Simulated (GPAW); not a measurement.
# ZnSe (Stilleite) (F-43m) in GPAW: a series of runs

The runs below take ZnSe (Stilleite) through equation of state, band structure, with PBE, r4SCAN.

Program: GPAW 26.7.0. These are calculated values, not measurements. Logs are shortened: lines on timing, memory, paths and dates and some standing lists are left out, and cuts for length are marked. The log counts tension as positive stress, the text compression.

**The experiment to reproduce.**

From “Alloy Disordering Effects on the Thermal Conductivity and Energy Gap Temperature Dependence of Cd1−xZnxSe Ternary Crystals Grown by the Bridgman Method”, 2023, pmc:10253836, for a bulk crystal of ZnSe at 300 K: band gap 2.695 ± 0.003 eV (an exciton energy, a little under the gap).

How close the calculation comes is told below.

### Step 1. The structure

The structure is cubic, space group F-43m (No. 216). The conventional cell has a = 5.668 Å, b = 5.668 Å, c = 5.668 Å, α = 90.00°, β = 90.00°, γ = 90.00°. Se (site symmetry -43m) is surrounded by 4 Zn at 2.45 Å. Zn (site symmetry -43m) has 4 Se at 2.45 Å as nearest neighbours.

### Step 2. Equation of state, PBE

Input file run.py:

```python
from ase.eos import EquationOfState
from ase.io import Trajectory, read
from ase.units import GPa
from gpaw import GPAW

atoms = read('ZnSe.xyz')

traj = Trajectory('eos.traj', 'w')
volumes, energies = [], []
for x in [0.94, 0.96, 0.98, 1.0, 1.02, 1.04, 1.06]:
    a = atoms.copy()
    a.set_cell(atoms.cell * x**(1 / 3), scale_atoms=True)
    calc = GPAW(mode='lcao',
                h=0.18,
                basis='dz(dzp)',
                xc='PBE',
                kpts={'size': (7, 7, 7), 'gamma': True},
                occupations={'name': 'fermi-dirac', 'width': 0.05},
                convergence={'density': 1e-05, 'energy': 1e-05},
                maxiter=150,
                txt=f'eos-{x:.2f}.txt')
    a.calc = calc
    energies.append(a.get_potential_energy(force_consistent=True))
    volumes.append(a.get_volume())
    calc.write(f'eos-{x:.2f}.gpw')
    traj.write(a)
    print(f'{x:.2f} {volumes[-1]:10.4f} A^3 {energies[-1]:14.6f} eV', flush=True)

v0, e0, B = EquationOfState(volumes, energies, eos='birchmurnaghan').fit()
print(f'V0 = {v0:.4f} A^3, E0 = {e0:.6f} eV, B0 = {B / GPa:.2f} GPa')
```

Input file ZnSe.xyz:

```xyz
2
Lattice="0.0000000000 2.8338000000 2.8338000000 2.8338000000 0.0000000000 2.8338000000 2.8338000000 2.8338000000 0.0000000000" Properties=species:S:1:pos:R:3 pbc="T T T"
Se     4.2507000000      4.2507000000      4.2507000000
Zn     0.0000000000      0.0000000000      0.0000000000
```

Potentials or basis: GPAW PAW data sets (gpaw-data 1.2.1), lcao:dz(dzp).

Launch:

```
$ OMP_NUM_THREADS=1 python run.py
```

The program printed:

```text
__  _  _
 | _ |_)|_||  |
 |__||  | ||/\| - 26.7.0

Input parameters:
  mode=LCAO(),
  basis={'default': 'dz(dzp)'},
  convergence={'density': 1e-05, 'energy': 1e-05},
  h=0.18,
  kpts=MonkhorstPack(size=(7, 7, 7), gamma=True),
  maxiter=150,
  occupations=Occupations(name='fermi-dirac', width=0.05),
  xc=XC(name='PBE')

                    Se

       Zn

Atoms  # Å, Bohr magnetons
|   | symbol |        x |        y |        z |    initial magnetic moments |
|---|--------|----------|----------|----------|-----------------------------|
| 0 |     Se | 4.163927 | 4.163927 | 4.163927 | ( 0.0000,  0.0000,  0.0000) |
| 1 |     Zn | 0.000000 | 0.000000 | 0.000000 | ( 0.0000,  0.0000,  0.0000) |

Unit cell  # Å
| periodic |        x |        y |        z |  lengths |    angles |
|----------|----------|----------|----------|----------|-----------|
|      yes | 0.000000 | 2.775951 | 2.775951 | 3.925788 | 60.000000 |
|      yes | 2.775951 | 0.000000 | 2.775951 | 3.925788 | 60.000000 |
|      yes | 2.775951 | 2.775951 | 0.000000 | 3.925788 | 60.000000 |

Number of symmetries: 24
Symmetry operations  # r_c * U_cc + t_c -> r_c
|    | kind |            matrix            |
|----|------|------------------------------|
|  0 |  E   |  1, 0, 0,  0, 1, 0,  0, 0, 1 |
|  1 |  σ   |  1, 0, 0,  0, 0, 1,  0, 1, 0 |
|  2 |  σ   |  1, 0,-1,  0, 1,-1,  0, 0,-1 |
|  3 |  C3  |  1, 0,-1,  0, 0,-1,  0, 1,-1 |
|  4 |  C3  |  1,-1, 0,  0,-1, 1,  0,-1, 0 |
|  5 |  σ   |  1,-1, 0,  0,-1, 0,  0,-1, 1 |
|  6 |  σ   |  0, 1, 0,  1, 0, 0,  0, 0, 1 |
|  7 |  C3  |  0, 1, 0,  0, 0, 1,  1, 0, 0 |
|  8 |  C2  |  0, 1,-1,  1, 0,-1,  0, 0,-1 |
|  9 |  S4  |  0, 1,-1,  0, 0,-1,  1, 0,-1 |
| 10 |  C3  |  0, 0, 1,  1, 0, 0,  0, 1, 0 |
| 11 |  σ   |  0, 0, 1,  0, 1, 0,  1, 0, 0 |
| 12 |  S4  |  0, 0,-1,  1, 0,-1,  0, 1,-1 |
| 13 |  C3  |  0, 0,-1,  0, 1,-1,  1, 0,-1 |
| 14 |  S4  |  0,-1, 1,  1,-1, 0,  0,-1, 0 |
| 15 |  C2  |  0,-1, 1,  0,-1, 0,  1,-1, 0 |
| 16 |  C3  |  0,-1, 0,  1,-1, 0,  0,-1, 1 |
| 17 |  S4  |  0,-1, 0,  0,-1, 1,  1,-1, 0 |
| 18 |  S4  | -1, 1, 0, -1, 0, 1, -1, 0, 0 |
| 19 |  C3  | -1, 1, 0, -1, 0, 0, -1, 0, 1 |
| 20 |  C3  | -1, 0, 1, -1, 1, 0, -1, 0, 0 |
| 21 |  S4  | -1, 0, 1, -1, 0, 0, -1, 1, 0 |
| 22 |  σ   | -1, 0, 0, -1, 1, 0, -1, 0, 1 |
| 23 |  C2  | -1, 0, 0, -1, 0, 1, -1, 1, 0 |

BZ-sampling:
  Number of BZ points: 343
  Number of IBZ points: 20

  Monkhorst-Pack size: [7, 7, 7]
  Monkhorst-Pack shift: [0, 0, 0]

K-points  # in reciprocal-cell coordinates
|     |                                coordinates |     weight |
|-----|--------------------------------------------|------------|
|   0 | (  0.00000000,   0.00000000,   0.00000000) | 0.00291545 |
|   1 | (  0.14285714,   0.14285714,   0.00000000) | 0.01749271 |
|   2 | (  0.14285714,   0.14285714,   0.14285714) | 0.02332362 |
|   3 | (  0.28571429,   0.14285714,   0.14285714) | 0.03498542 |
|   4 | (  0.28571429,   0.28571429,   0.00000000) | 0.01749271 |
|   5 | (  0.28571429,   0.28571429,   0.14285714) | 0.06997085 |
|   6 | (  0.28571429,   0.28571429,   0.28571429) | 0.02332362 |
|   7 | (  0.42857143,  -0.28571429,  -0.28571429) | 0.03498542 |
|   8 | (  0.42857143,   0.28571429,  -0.42857143) | 0.13994169 |
|   9 | (  0.42857143,   0.28571429,  -0.28571429) | 0.06997085 |
| ... |                                            |            |
|  19 | (  0.42857143,   0.42857143,   0.42857143) | 0.02332362 |

basis functions: 26
Spin-components: 1 (collinear spins)
Bands:           13
Projectors:      11
Spin-degeneracy: 2
Datatype:        <class 'complex'>

Parallelization:
  kpt:    1
  domain: 1
  band:   1

Density:
  Valence electrons: 18.0
  Components: 1
  Grid points: [16 16 16]
  Charge: 0.0  # |e|

Potential:
  Grid points: [16 16 16]

species:
  Se:
    name:    Selenium
    Z:       34.0
    valence: 6
    core:    28
    charge:  0.0  # [|e|]
    compensation charges:
      type: gauss
      rc: 0.27  # [Å]
      lmax: 2
    cutoffs:
      filter: 1.77  # [Å]
      core: 2.67  # [Å]
    projectors
    | kind |    occ | energy [eV] | rcut [Å] |
    |------|--------|-------------|----------|
    |   4s |  2.000 |     -17.277 |    0.847 |
    |   4p |  4.000 |      -6.512 |    1.005 |
    |    s |        |       9.935 |    0.847 |
    |    p |        |      20.699 |    1.005 |
    |    d |        |       0.000 |    0.847 |

    LCAO basis set for Se:
      Name: dz(dzp)
      File: <dir>
      Number of radial functions: 4
      Number of spherical harmonics: 8
        l=0, rc=5.7344 Bohr: 4s-sz confined orbital
        l=1, rc=7.2656 Bohr: 4p-sz confined orbital
[... 93 lines left out ...]
|  3 |  C3  |  1, 0,-1,  0, 0,-1,  0, 1,-1 |
|  4 |  C3  |  1,-1, 0,  0,-1, 1,  0,-1, 0 |
|  5 |  σ   |  1,-1, 0,  0,-1, 0,  0,-1, 1 |
|  6 |  σ   |  0, 1, 0,  1, 0, 0,  0, 0, 1 |
|  7 |  C3  |  0, 1, 0,  0, 0, 1,  1, 0, 0 |
|  8 |  C2  |  0, 1,-1,  1, 0,-1,  0, 0,-1 |
|  9 |  S4  |  0, 1,-1,  0, 0,-1,  1, 0,-1 |
| 10 |  C3  |  0, 0, 1,  1, 0, 0,  0, 1, 0 |
| 11 |  σ   |  0, 0, 1,  0, 1, 0,  1, 0, 0 |
| 12 |  S4  |  0, 0,-1,  1, 0,-1,  0, 1,-1 |
| 13 |  C3  |  0, 0,-1,  0, 1,-1,  1, 0,-1 |
| 14 |  S4  |  0,-1, 1,  1,-1, 0,  0,-1, 0 |
| 15 |  C2  |  0,-1, 1,  0,-1, 0,  1,-1, 0 |
| 16 |  C3  |  0,-1, 0,  1,-1, 0,  0,-1, 1 |
| 17 |  S4  |  0,-1, 0,  0,-1, 1,  1,-1, 0 |
| 18 |  S4  | -1, 1, 0, -1, 0, 1, -1, 0, 0 |
| 19 |  C3  | -1, 1, 0, -1, 0, 0, -1, 0, 1 |
| 20 |  C3  | -1, 0, 1, -1, 1, 0, -1, 0, 0 |
| 21 |  S4  | -1, 0, 1, -1, 0, 0, -1, 1, 0 |
| 22 |  σ   | -1, 0, 0, -1, 1, 0, -1, 0, 1 |
| 23 |  C2  | -1, 0, 0, -1, 0, 1, -1, 1, 0 |

BZ-sampling:
  Number of BZ points: 343
  Number of IBZ points: 20

  Monkhorst-Pack size: [7, 7, 7]
  Monkhorst-Pack shift: [0, 0, 0]

K-points  # in reciprocal-cell coordinates
|     |                                coordinates |     weight |
|-----|--------------------------------------------|------------|
|   0 | (  0.00000000,   0.00000000,   0.00000000) | 0.00291545 |
|   1 | (  0.14285714,   0.14285714,   0.00000000) | 0.01749271 |
|   2 | (  0.14285714,   0.14285714,   0.14285714) | 0.02332362 |
|   3 | (  0.28571429,   0.14285714,   0.14285714) | 0.03498542 |
|   4 | (  0.28571429,   0.28571429,   0.00000000) | 0.01749271 |
|   5 | (  0.28571429,   0.28571429,   0.14285714) | 0.06997085 |
|   6 | (  0.28571429,   0.28571429,   0.28571429) | 0.02332362 |
|   7 | (  0.42857143,  -0.28571429,  -0.28571429) | 0.03498542 |
|   8 | (  0.42857143,   0.28571429,  -0.42857143) | 0.13994169 |
|   9 | (  0.42857143,   0.28571429,  -0.28571429) | 0.06997085 |
| ... |                                            |            |
|  19 | (  0.42857143,   0.42857143,   0.42857143) | 0.02332362 |

basis functions: 26
Spin-components: 1 (collinear spins)
Bands:           13
Projectors:      11
Spin-degeneracy: 2
Datatype:        <class 'complex'>

Parallelization:
  kpt:    1
  domain: 1
  band:   1

Density:
  Valence electrons: 18.0
  Components: 1
  Grid points: [16 16 16]
  Charge: 0.0  # |e|

Potential:
  Grid points: [16 16 16]

species:
  Se:
    name:    Selenium
    Z:       34.0
    valence: 6
    core:    28
    charge:  0.0  # [|e|]
    compensation charges:
      type: gauss
      rc: 0.27  # [Å]
      lmax: 2
    cutoffs:
      filter: 1.77  # [Å]
      core: 2.67  # [Å]
    projectors
    | kind |    occ | energy [eV] | rcut [Å] |
    |------|--------|-------------|----------|
    |   4s |  2.000 |     -17.277 |    0.847 |
    |   4p |  4.000 |      -6.512 |    1.005 |
    |    s |        |       9.935 |    0.847 |
    |    p |        |      20.699 |    1.005 |
    |    d |        |       0.000 |    0.847 |

    LCAO basis set for Se:
      Name: dz(dzp)
      File: <dir>
      Number of radial functions: 4
      Number of spherical harmonics: 8
        l=0, rc=5.7344 Bohr: 4s-sz confined orbital
        l=1, rc=7.2656 Bohr: 4p-sz confined orbital
        l=0, rc=3.1875 Bohr: 4s-dz split-valence wave
        l=1, rc=4.2188 Bohr: 4p-dz split-valence wave
      Number of RI-basis functions 0

  Zn:
    name:    Zinc
    Z:       30.0
    valence: 12
    core:    18
    charge:  0.0  # [|e|]
    compensation charges:
      type: gauss
      rc: 0.37  # [Å]
      lmax: 2
    cutoffs:
      filter: 2.14  # [Å]
      core: 2.28  # [Å]
    projectors
    | kind |    occ | energy [eV] | rcut [Å] |
    |------|--------|-------------|----------|
    |   4s |  2.000 |      -5.977 |    1.286 |
    |   4p |  0.000 |      -1.117 |    1.270 |
    |   3d | 10.000 |     -10.142 |    1.180 |
    |    s |        |      21.234 |    1.286 |
    |    p |        |      26.095 |    1.270 |
    |    d |        |      17.070 |    1.180 |

    LCAO basis set for Zn:
      Name: dz(dzp)
      File: <dir>
      Number of radial functions: 6
      Number of spherical harmonics: 18
        l=0, rc=8.1562 Bohr: 4s-sz confined orbital
        l=1, rc=12.4062 Bohr: 4p-sz confined orbital
        l=2, rc=4.3594 Bohr: 3d-sz confined orbital
        l=0, rc=4.7188 Bohr: 4s-dz split-valence wave
        l=1, rc=7.4844 Bohr: 4p-dz split-valence wave
        l=2, rc=2.8125 Bohr: 3d-dz split-valence wave
      Number of RI-basis functions 0

Reference energy: -114964.858784  # eV

eigensolver:
  <gpaw.new.lcao.eigensolver.LCAOEigensolver object>
density mixing:
  MSR1-Mixer
  Pratt-step length: 0.05
  Maximum mixing coefficient: 0.75
  Old densities: 10
  SVD Regularization: 0.005
  Good broyden scale: 1.0
  Trust region scale: 1.0
  Backstep threshold: 4.0
  History deletion threshold: 6.0
  Fourier metric: weight=20.0, sigma=0.015

occupation numbers:
  Fermi-Dirac:
    width: 0.0500  # eV

FastPoissonSolver using
    Stencil: 12*3+1=37 point O(h^6) finite-difference Laplacian
    FFT axes: [np.int64(0), np.int64(1), np.int64(2)]
    FST axes: []

xc functional:
  name: PBE with 2 nearest neighbor stencil
interpolation: tri-quintic # 5. degree polynomial

convergence criteria:
- Maximum integral of absolute [dens]ity change: 1e-05 electrons / valence electron
- Maximum [total energy] change in last 3 cyles: 1e-05 eV / valence electron
- Maximum integral of absolute [eigenst]ate change: 4e-08 eV^2 / valence electron
maximum number of iterations: 150

SCF iterations
|iter     | |      energy | eigst |  dens |
|---------|-|-------------|-------|-------|
|iter:   1| |   -5.238193 |      c|       |
|iter:   2| |   -5.217795 |      c| -1.45 |
|iter:   3| |   -5.169017 |      c| -1.48 |
|iter:   4| |   -5.171311 |      c| -1.99 |
|iter:   5| |   -5.171110 |      c| -2.66 |
|iter:   6| |   -5.171109 |      c| -3.55 |
|iter:   7| |   -5.171109c|      c| -4.42 |
|iter:   8| |   -5.171109c|      c| -5.38c|

Converged in 8 steps
Energy contributions relative to reference atoms: (reference = -114964.858784)

Energy contributions:
  Kinetic:          18.365507
  Coulomb:         -14.754613
  Zero:              0.163130
  External:          0.000000
  Xc:               -8.945132
  Entropy:          -0.000000
  Spinorbit:         0.000000
  ----------------------------
  Free energy:      -5.171109
  Extrapolated:     -5.171109

dipole moment: (-6.634465, -6.634465, -6.634465)  # |e|*Ang

Fermi level: 5.412
Eigenvalues  # (at kpt = [0.000, 0.000, 0.000])
| band index |      eig [eV] | occ [0-2] |
|------------|---------------|-----------|
|          0 |        -9.116 |     2.000 |
|          1 |        -2.047 |     2.000 |
|          2 |        -2.047 |     2.000 |
|          3 |        -2.047 |     2.000 |
|          4 |        -1.519 |     2.000 |
|          5 |        -1.519 |     2.000 |
|          6 |         4.580 |     2.000 |
|          7 |         4.584 |     2.000 |
|          8 |         4.584 |     2.000 |
|          9 |         6.181 |     0.000 |
|         10 |        10.959 |     0.000 |
|         11 |        10.961 |     0.000 |
|         12 |        10.961 |     0.000 |

Gap: 1.597 eV
Transition (v -> c):
  (s=0, k=0, n=8, [0.00, 0.00, 0.00]) -> (s=0, k=0, n=9, [0.00, 0.00, 0.00])
No difference between direct/indirect transitions
# Writing to eos-0.94.gpw (mode='')
```

Run time: 2 min. Hardware: 1 thread of Arm Neoverse V1, shared host; peak memory 0.26 GiB.

These settings aren't checked as converged: the numbers below hold their error.

Results:

| Item | Value |
| --- | --- |
| Equilibrium volume | 23.43 Å³/atom (rough: see the caveat) |
| Bulk modulus | 183 GPa (rough) |

Caveat: the energies scatter about the fit; the fit is doubtful: noisy points or a state that changes with volume; the real-space grid adds noise to forces; the basis of atomic orbitals isn't converged, which shifts pressures, moduli and gaps.

### Step 3. Band structure, r4SCAN, spin-orbit coupling, no magnetisation

Input file run.py:

```python
import numpy as np
from ase import Atoms
from ase.dft.bandgap import bandgap
from ase.io import write
from ase.units import GPa
from gpaw import GPAW, PW
from gpaw.spinorbit import soc_eigenstates

atoms = Atoms(['Se', 'Zn'],
              cell=[[0.0, 2.8338, 2.8338],
                    [2.8338, 0.0, 2.8338],
                    [2.8338, 2.8338, 0.0]],
              scaled_positions=[[0.75, 0.75, 0.75],
                                [0.0, 0.0, 0.0]],
              pbc=True)

calc = GPAW(mode=PW(600),
            xc='MGGA_X_R4SCAN+MGGA_C_R2SCAN',
            kpts={'size': (7, 7, 7), 'gamma': True},
            occupations={'name': 'fermi-dirac', 'width': 0.05},
            nbands=18,
            convergence={'density': 1e-05, 'energy': 1e-05},
            maxiter=150,
            txt='gpaw.txt')
atoms.calc = calc
energy = atoms.get_potential_energy()
forces = atoms.get_forces()
stress = atoms.get_stress()
calc.write('gs.gpw')
write('result.traj', atoms)
print(f'Energy: {energy:.6f} eV')
print('Forces (eV/A):')
print(forces.round(4))
print('Stress (GPa):', (stress / GPa).round(3))
print('Fermi level:', round(calc.get_fermi_level(), 4), 'eV')
print(f'Gap: {bandgap(calc)[0]:.4f} eV, direct: {bandgap(calc, direct=True)[0]:.4f} eV')

path = atoms.cell.bandpath('GXWKGLUWLK,UX', npoints=60, eps=1e-4)
bs_calc = calc.fixed_density(kpts=path, symmetry='off', nbands=29,
                             convergence={'bands': 'CBM+6.0', 'eigenstates': 1e-6}, txt='bands.txt')
bs = bs_calc.band_structure()
bs.write('bs.json')
print(f'Gap on the path: {bandgap(bs_calc)[0]:.4f} eV')

soc = soc_eigenstates(bs_calc, theta=54.7, phi=45, ignore_xc_potential=True)
np.savetxt('soc_bands.dat', soc.eigenvalues(), fmt='%.4f')
mesh = soc_eigenstates('gs.gpw', theta=54.7, phi=45, ignore_xc_potential=True)
np.savetxt('soc_mesh.dat', mesh.eigenvalues(), fmt='%.4f')
print('Fermi level with spin-orbit coupling:', round(mesh.fermi_level, 4), 'eV')
```

Potentials or basis: GPAW PAW data sets (gpaw-data 1.2.1), pw.

Launch:

```
$ OMP_NUM_THREADS=1 python run.py
```

Run time: 2.4 min. Hardware: 1 thread of Arm Neoverse V1, shared host; peak memory 0.37 GiB.

The run converged. Its results:

* Free energy: -27.3008 eV
* Pressure: -0.8 GPa
* Band gap on the k mesh: 1.63 eV, direct
* Band gap along the path: 1.63 eV, direct

Levels at the corners of the path, in eV from the valence-band top:
```
point  band 16  band 17  band 18  band 19  band 20  band 21
    Γ     0.00     0.00     0.00     1.63     1.63     6.04
    X    -2.46    -2.28    -2.28     3.17     3.17     3.70
    W    -2.89    -2.83    -2.81     5.64     5.69     5.87
    K    -3.23    -1.96    -1.96     3.82     3.82     5.84
    Γ     0.00     0.00     0.00     1.63     1.63     6.04
    L    -1.14    -0.90    -0.90     2.85     2.85     6.68
    U    -3.23    -1.96    -1.96     3.82     3.82     5.84
    W    -2.89    -2.83    -2.81     5.64     5.69     5.87
    L    -1.14    -0.90    -0.90     2.85     2.85     6.68
    K    -3.23    -1.96    -1.96     3.82     3.82     5.84
    U    -3.23    -1.96    -1.96     3.82     3.82     5.84
    X    -2.46    -2.28    -2.28     3.17     3.17     3.70
```

Caveat: spin-orbit coupling was added after a scalar SCF, so levels and gaps hold it while energy, forces, pressure and moments don't; this program's spin-orbit splittings come out too wide for heavy elements; the PAW data sets were made with another functional, which shifts forces and pressure a little.

### Step 4. Against experiment

Step 3. Measured gap of ZnSe: 2.695 eV (an exciton energy, a little under the gap; 300 K; “Alloy Disordering Effects on the Thermal Conductivity and Energy Gap Temperature Dependence of Cd1−xZnxSe Ternary Crystals Grown by the Bridgman Method”, 2023, pmc:10253836). This calculation gives 1.63 eV (-1.06 eV). The value is that of r4SCAN, without temperature or zero-point motion.
